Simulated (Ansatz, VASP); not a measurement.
**One calculation of CdTe, two programs**

INCAR

```
SYSTEM = CdTe
PREC = Accurate
ENCUT = 520
EDIFF = 1E-6
ISMEAR = -1
SIGMA = 0.03
LREAL = .False.
LASPH = .True.
NELM = 100
ALGO = Normal
ISIF = 2
LWAVE = .False.
LCHARG = .True.
GGA = PE
LELF = .True.
LVHAR = .True.
NBANDS = 16
```

Contents of KPOINTS:

```
Automatic mesh
0
Gamma
  8 8 8
  0 0 0
```

The input POSCAR:

```
CdTe
1.0
    0.0000000000      3.0468443266      3.0468443266
    3.0468443266      0.0000000000      3.0468443266
    3.0468443266      3.0468443266      0.0000000000
Cd Te
1 1
Direct
    0.0000000000      0.0000000000      0.0000000000
    0.7500000000      0.7500000000      0.7500000000
```

Input for Ansatz:

```yaml
crystal:
  lattice:
    - [0.0, 3.0468443266, 3.0468443266]
    - [3.0468443266, 0.0, 3.0468443266]
    - [3.0468443266, 3.0468443266, 0.0]
  atoms:
    - { symbol: Cd, position: [0.0, 0.0, 0.0] }
    - { symbol: Te, position: [0.75, 0.75, 0.75] }
kpoints:
  mp_grid: { grid: [8, 8, 8] }
  band_path:
    path:
      - [0.0, 0.0, 0.0]
      - [-0.5, -0.5, 0.0]
      - [-0.375, -0.375, 0.25]
      - [-0.375, 0.0, 0.375]
      - [0.0, 0.0, 0.0]
      - [0.0, 0.0, 0.5]
      - [-0.5, -0.25, 0.25]
      - [-0.5, -0.5, 0.0]
    npoints: 6
scf:
  occupations: { method: fermi_dirac, width: 0.03 }
hamiltonian:
  xc: pbe
  pseudopotentials: { kind: paw }
output:
  forces: true
  stress: true
  eigenvalues: true
  populations: true
  write_density: true
  write_potential: true
  elf: true
  volumetric_format: npy
```

Change from the starting cell: volume scaled by 0.8, PAW files.

Alike in both runs: task single point; functional PBE; k mesh 8 × 8 × 8; occupations fermi-dirac, width 0.03 eV; no spin polarisation.

|  | VASP | Ansatz |
| --- | --- | --- |
| version | VASP 6.6.1 | Ansatz 0.2.0 |
| potentials or method | VASP PAW PBE potentials, release 64 (Cd, Te) | PAW with Ansatz's default frozen-core files, scalar-relativistic |
| plane-wave cutoff (eV) | 520 | 420 |
| valence electrons in the cell | 18 | 36 |

```tsv
	VASP	Ansatz	Ansatz less VASP
gap on the k mesh at the Fermi level (eV)	1.35	1.34	-0.010
pressure (GPa)	16.0	15.7	-0.30
```

The two sets of potentials don't hold the same shells in valence.

Caveats: so large a pressure means that the cell lies far from this level's equilibrium, or that cutoff or potentials fall short (VASP); spin-orbit coupling is left out, which moves the levels of the heavy elements.
